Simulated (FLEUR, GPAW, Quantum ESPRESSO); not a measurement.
W: programs and potentials compared

```
CELL_PARAMETERS angstrom
-1.58234 1.58234 1.58234
1.58234 -1.58234 1.58234
1.58234 1.58234 -1.58234
ATOMIC_POSITIONS crystal
W 0.00000 0.00000 0.00000
```

Alike in all runs: task equation of state; functional AM05; k mesh 12 × 12 × 12; occupations fermi-dirac, width 0.05 eV; no spin polarisation; no spin-orbit coupling.

| program and potentials | plane-wave cutoff (eV) | notes | equilibrium volume (Å³/atom) | bulk modulus (GPa) |
| --- | --- | --- | --- | --- |
| Quantum ESPRESSO, PseudoDojo 0.4.1 SR PBE standard | 1007 | potentials made for PBE | 15.68 | 318.5 |
| GPAW, PAW data sets generated for this functional | 600 | - | 15.61 | 321.3 |
| FLEUR, all-electron, FLAPW | - | - | 15.62 | 318.1 |

The equilibrium volume spans 15.61 (GPAW, PAW data sets generated for this functional) to 15.68 Å³/atom (Quantum ESPRESSO, PseudoDojo 0.4.1 SR PBE standard), with all-electron results at 15.62. The bulk modulus spans 318.1 (FLEUR, all-electron, FLAPW) to 321.3 GPa (GPAW, PAW data sets generated for this functional), with all-electron results at 318.1. For a metal such a mesh isn't converged, which the comparison doesn't need.

The functional is the same throughout but for its coding, so the spread measures potentials, basis and numerics; runs on potential files found faulty are left out.

The PAW volume practically coincides with the all-electron one, while the pseudopotential volume is slightly larger, probably because potentials made for PBE carry a core-valence interaction that doesn't quite match AM05. The bulk moduli rank differently: 318.5 GPa from the pseudopotentials is almost the all-electron value, and PAW is a little stiffer. Since a metal normally softens as it expands, the larger pseudopotential volume should have come with a lower modulus, so the close match in stiffness partly reflects compensation and isn't independent proof of a better potential.

The small volume and high stiffness common to all three runs follow from the nearly half-filled 5d band of tungsten, in which bonding states are largely occupied and antibonding ones largely empty. All three volumes lie somewhat below the measured one, which suggests slight overbinding by the functional rather than a fault of any one potential. Agreement near equilibrium doesn't establish transferability to strong compression, where semicore overlap matters more.
